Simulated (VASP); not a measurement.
# Se: single point with PBE

The system is Se.

```xyz
3
Lattice="4.3662 0.0000 0.0000 -2.1831 3.7812 0.0000 0.0000 0.0000 4.9536" Properties=species:S:1:pos:R:3 pbc="T T T"
Se    1.6910    2.9289    0.0000
Se   -0.4921    0.8523    3.3024
Se    0.9841    0.0000    1.6512
```

```yaml
Program: VASP 6.6.1
Task: single point
Functional: PBE
Potentials_or_basis: VASP PAW PBE potentials, release 64 (Se_GW)
Cutoff: 550 eV
k_mesh: 7 × 7 × 6
Occupations: gaussian, width 0.02 eV
Spin: no spin polarisation
Further_INCAR_settings: ALGO = Normal; EDIFF = 1e-07
```

| Property | Result |
| --- | --- |
| Pressure | 2.9 GPa |
| Largest force | 0.425 eV/Å |
| Band gap on the k mesh | 1.21 eV, indirect (least direct gap 1.47 eV) |

Forces in eV/Å, atoms in the order of the input:
```
Se  -0.212 -0.368  0.000
Se  -0.212  0.368  0.000
Se   0.425  0.000  0.000
```

Stress tensor (GPa, compression positive):
```
2.25 0.00 0.00
0.00 2.25 0.00
0.00 0.00 4.06
```

Levels at points of the mesh, in eV from the valence-band top:
```tsv
k point	band 5	band 6	band 7	band 8	band 9	band 10	band 11	band 12	band 13
(0.00, 0.00, 0.00)	-3.84	-3.76	-2.05	-2.05	-0.41	1.88	1.88	2.17	6.15
(0.00, 0.00, 0.50)	-3.38	-3.38	-1.55	-1.55	-1.13	1.21	1.21	1.27	6.26
```

Run time: 28 s on 1 thread of Intel(R) Xeon(R) Platinum 8488C (Sapphire Rapids), on a shared host, peak memory 0.22 GiB.

Caveat: an odd mesh through Γ misses points on the zone boundary, where band edges often lie.
